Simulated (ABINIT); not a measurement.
# CoSi2 (Fm-3m) in ABINIT: reference runs, part 2 of 2

ABINIT 10.8.3 (patched build). Earlier steps stand in the parts before.

## Step 3: Single point, PBE, collinear spin, ferromagnetic start

Input file run.py:

```python
import json, os
import numpy as np
from ase.units import GPa
from ase.calculators.abinit import Abinit, AbinitProfile
from ase.io import read

atoms = read('CoSi2.xyz')
atoms.set_initial_magnetic_moments([2.0, 0.0, 0.0])

profile = AbinitProfile(command='abinit', pp_paths=[os.path.abspath('pseudos')])
params = dict(
    pps='pawxml', xc='PBE',
    ecut=707.496,
    pawecutdg=1306.1465,
    kptopt=1,
    ngkpt=[9, 9, 9],
    nshiftk=1,
    shiftk=[0.0, 0.0, 0.0],
    ixc=11,
    nband=17,
    occopt=3,
    tsmear=0.05,
    nstep=100,
    tolvrs=1e-09,
    prtwf=0,
    prtden=0,
)

atoms.calc = Abinit(profile=profile, directory='run', **params)
energy = atoms.get_potential_energy()
forces = atoms.get_forces()
stress = atoms.get_stress()
print(f'energy {energy:.6f} eV')
print('forces (eV/A)')
print(np.round(forces, 5))
print('stress (GPa, Voigt, tension positive)', np.round(stress / GPa, 4))
json.dump(dict(energy=energy, forces=forces.tolist(), stress=stress.tolist(), cell=atoms.cell.tolist(), frac=atoms.get_scaled_positions(wrap=False).tolist()), open('results.json', 'w'))
```

Input file CoSi2.xyz:

```xyz
3
Lattice="0.0000000000 2.6780000000 2.6780000000 2.6780000000 0.0000000000 2.6780000000 2.6780000000 2.6780000000 0.0000000000" Properties=species:S:1:pos:R:3 pbc="T T T"
Co     0.0000000000      0.0000000000      0.0000000000
Si     4.0170000000      4.0170000000      4.0170000000
Si     1.3390000000      1.3390000000      1.3390000000
```

Potentials or basis: JTH PAW PBE v2.0.

Started as:

```sh
$ python run.py
```

Output:

```text
energy -4202.309864 eV
forces (eV/A)
[[ 0.  0. -0.]
 [-0. -0. -0.]
 [-0.  0.  0.]]
stress (GPa, Voigt, tension positive) [-0.4967 -0.4967 -0.4967  0.      0.      0.    ]
```

abinit.in:

```text
spinat
0.00000000000000 0.00000000000000 2.00000000000000
0.00000000000000 0.00000000000000 0.00000000000000
0.00000000000000 0.00000000000000 0.00000000000000
ecut 707.496 eV
ixc 11
kptopt 1
natom 3
nband 17
ngkpt
9 9 9
nshiftk 1
nsppol 2
nstep 100
occopt 3
pawecutdg 1306.1465 eV
prtden 0
prtwf 0
shiftk
0.0 0.0 0.0
tolvrs 1e-09
tsmear 0.05 eV
#Definition of the unit cell
acell
1.00000000000000 1.00000000000000 1.00000000000000 Angstrom
rprim
0.00000000000000 2.67800000000000 2.67800000000000
2.67800000000000 0.00000000000000 2.67800000000000
2.67800000000000 2.67800000000000 0.00000000000000
chkprim 0 # Allow non-primitive cells
#Definition of the atom types
ntypat 2
znucl 14 27
#Enumerate different atomic species
typat
 2 1 1
pseudos "./pseudos/Si.GGA_PBE-JTH.xml,
./pseudos/Co.GGA_PBE-JTH.xml"
#Definition of the atoms
xcart
0.00000000000000 0.00000000000000 0.00000000000000
7.59102984748694 7.59102984748694 7.59102984748694
2.53034328249565 2.53034328249565 2.53034328249565
chkexit 1 # abinit.exit file in the running directory terminates after the current SCF
```

abinit.abo:

```text
.Version 10.8.3 of ABINIT
 Symmetries : space group Fm -3 m (#225); Bravais cF (face-center cubic)
================================================================================
 Values of the parameters that define the memory need of the present run
     intxc =       0    ionmov =       0      iscf =      17    lmnmax =      18
     lnmax =       6     mgfft =      36  mpssoang =       3    mqgrid =    3001
     natom =       3  nloc_mem =       2    nspden =       2   nspinor =       1
    nsppol =       2      nsym =      48    n1xccc =       1    ntypat =       2
    occopt =       3   xclevel =       2
       mpw =        1655          nfft =       46656          nkpt =          35
 PAW method is used; the additional fine FFT grid is defined by:
   mgfftf=        48    nfftf =    110592
================================================================================
================================================================================

--------------------------------------------------------------------------------
------------- Echo of variables that govern the present computation ------------
--------------------------------------------------------------------------------
 -outvars: echo values of preprocessed input variables --------
            acell      1.8897261259E+00  1.8897261259E+00  1.8897261259E+00 Bohr
              amu      2.80855000E+01  5.89332000E+01
          chkexit           1
          chkprim           0
             ecut      2.59999984E+01 Hartree
              ixc          11
         kptrlatt        9    0    0      0    9    0      0    0    9
          kptrlen      6.44120242E+01
            natom           3
            nband          17
            ngfft          36      36      36
          ngfftdg          48      48      48
             nkpt          35
           nspden           2
           nsppol           2
            nstep         100
             nsym          48
           ntypat           2
           occopt           3
        pawecutdg      4.79999985E+01 Hartree
         pawxcdev           0
           prtden           0
            prtwf           0
            rprim      0.0000000000E+00  2.6780000000E+00  2.6780000000E+00
                       2.6780000000E+00  0.0000000000E+00  2.6780000000E+00
                       2.6780000000E+00  2.6780000000E+00  0.0000000000E+00
          spgroup         225
           spinat      0.0000000000E+00  0.0000000000E+00  2.0000000000E+00
                       0.0000000000E+00  0.0000000000E+00  0.0000000000E+00
                       0.0000000000E+00  0.0000000000E+00  0.0000000000E+00
           tolvrs      1.00000000E-09
           tsmear      1.83746611E-03 Hartree
            typat      2  1  1
           useylm           1
           xangst      0.0000000000E+00  0.0000000000E+00  0.0000000000E+00
                       4.0170000000E+00  4.0170000000E+00  4.0170000000E+00
                       1.3390000000E+00  1.3390000000E+00  1.3390000000E+00
            xcart      0.0000000000E+00  0.0000000000E+00  0.0000000000E+00
                       7.5910298478E+00  7.5910298478E+00  7.5910298478E+00
                       2.5303432826E+00  2.5303432826E+00  2.5303432826E+00
[... 200 lines left out ...]
 kpt#   1, nband= 17, wtk=  0.00137, kpt=  0.0000  0.0000  0.0000 (reduced coord)
  -3.09152   -1.74328   -1.74328   -1.74328   -0.09240    0.24087    0.24087    0.24087
   0.32146    0.32146    0.41755    0.51676    0.51676    0.51676    0.51900    0.51900
   0.51900
      occupation numbers for kpt#   1
   1.00000    1.00000    1.00000    1.00000    1.00000    1.00000    1.00000    1.00000
   1.00000    1.00000    0.00000    0.00000    0.00000    0.00000    0.00000    0.00000
   0.00000
 prteigrs : prtvol=0 or 1, do not print more k-points.

 Eigenvalues (hartree) for nkpt=  35  k points, SPIN DOWN:
 kpt#   1, nband= 17, wtk=  0.00137, kpt=  0.0000  0.0000  0.0000 (reduced coord)
  -3.09152   -1.74328   -1.74328   -1.74328   -0.09240    0.24087    0.24087    0.24087
   0.32146    0.32146    0.41755    0.51676    0.51676    0.51676    0.51900    0.51900
   0.51900
      occupation numbers for kpt#   1
   1.00000    1.00000    1.00000    1.00000    1.00000    1.00000    1.00000    1.00000
   1.00000    1.00000    0.00000    0.00000    0.00000    0.00000    0.00000    0.00000
   0.00000
 prteigrs : prtvol=0 or 1, do not print more k-points.

--- !EnergyTerms
iteration_state     : {dtset: 1, }
comment             : Components of total free energy in Hartree
kinetic             :  1.52205108307520E+01
hartree             :  5.59083425791356E+01
xc                  : -8.09625840237786E+00
Ewald energy        : -8.52028049820338E+01
psp_core            :  2.37111894569344E+00
local_psp           : -1.63698455372087E+02
PAW spherical_terms :  2.90658790188906E+01
internal            : -1.54431667382027E+02
'-kT*entropy'       : -3.71679360431053E-04
total_energy        : -1.54432039061387E+02
total_energy_eV     : -4.20230986365384E+03
...

--- !EnergyTermsDC
iteration_state     : {dtset: 1, }
comment             : '"Double-counting" decomposition of free energy'
band_energy         : -1.25081493514476E+01
Ewald energy        : -8.52028049820338E+01
psp_core            :  2.37111894569344E+00
xc_dc               : -5.62617511867366E+01
PAW spherical_terms : -2.83007926637050E+00
internal            : -1.54431665840895E+02
'-kT*entropy'       : -3.71679360431053E-04
total_energy_dc     : -1.54432037520256E+02
total_energy_dc_eV  : -4.20230982171750E+03
...

--- !EnergyTermsWithPAWCore
iteration_state     : {dtset: 1, }
comment             : 'Components of total free energy, including PAW core contributions'
Total energy        : -1.97357165498751E+03
Total energy DC     : -1.97357165344638E+03
Total energy (eV)   : -5.37036205879852E+04
Total energy DC (eV): -5.37036205460489E+04
...

 Cartesian components of stress tensor (hartree/bohr^3)
  sigma(1 1)= -1.68810443E-05  sigma(3 2)=  0.00000000E+00
  sigma(2 2)= -1.68810443E-05  sigma(3 1)=  0.00000000E+00
  sigma(3 3)= -1.68810443E-05  sigma(2 1)=  0.00000000E+00

-Cartesian components of stress tensor (GPa)         [Pressure=  4.9666E-01 GPa]
- sigma(1 1)= -4.96657471E-01  sigma(3 2)=  0.00000000E+00
- sigma(2 2)= -4.96657471E-01  sigma(3 1)=  0.00000000E+00
- sigma(3 3)= -4.96657471E-01  sigma(2 1)=  0.00000000E+00

== END DATASET(S) ==============================================================
================================================================================

 -outvars: echo values of variables after computation  --------
            acell      1.8897261259E+00  1.8897261259E+00  1.8897261259E+00 Bohr
           etotal     -1.5443203752E+02
            fcart      6.6508891345E-30  2.2169630448E-30 -2.2169630448E-30
                      -3.3254445672E-30 -7.7593706569E-30 -5.5424076121E-30
                      -3.3254445672E-30  5.5424076121E-30  7.7593706569E-30
            rprim      0.0000000000E+00  2.6780000000E+00  2.6780000000E+00
                       2.6780000000E+00  0.0000000000E+00  2.6780000000E+00
                       2.6780000000E+00  2.6780000000E+00  0.0000000000E+00
           strten     -1.6881044330E-05 -1.6881044330E-05 -1.6881044330E-05
                       0.0000000000E+00  0.0000000000E+00  0.0000000000E+00
           xangst      0.0000000000E+00  0.0000000000E+00  0.0000000000E+00
                       4.0170000000E+00  4.0170000000E+00  4.0170000000E+00
                       1.3390000000E+00  1.3390000000E+00  1.3390000000E+00
             xred      0.0000000000E+00  0.0000000000E+00  0.0000000000E+00
                       7.5000000000E-01  7.5000000000E-01  7.5000000000E-01
                       2.5000000000E-01  2.5000000000E-01  2.5000000000E-01
 Calculation completed.
```

Run time: 3.8 min. Hardware: 1 thread of Arm Neoverse V2, shared host; peak memory 0.19 GiB.

Results:

```
Free energy                                           : -4202.3098 eV
Pressure                                              : 0.5 GPa
Band gap on the k mesh                                : none (metal or under the smearing width)
Net moment                                            : 0.00 μB per cell
Valence electrons inside the program's atomic spheres : Co 15.90; Si 1.53
```

Caveat: the starting moments collapsed, and a magnetic state may lie lower.
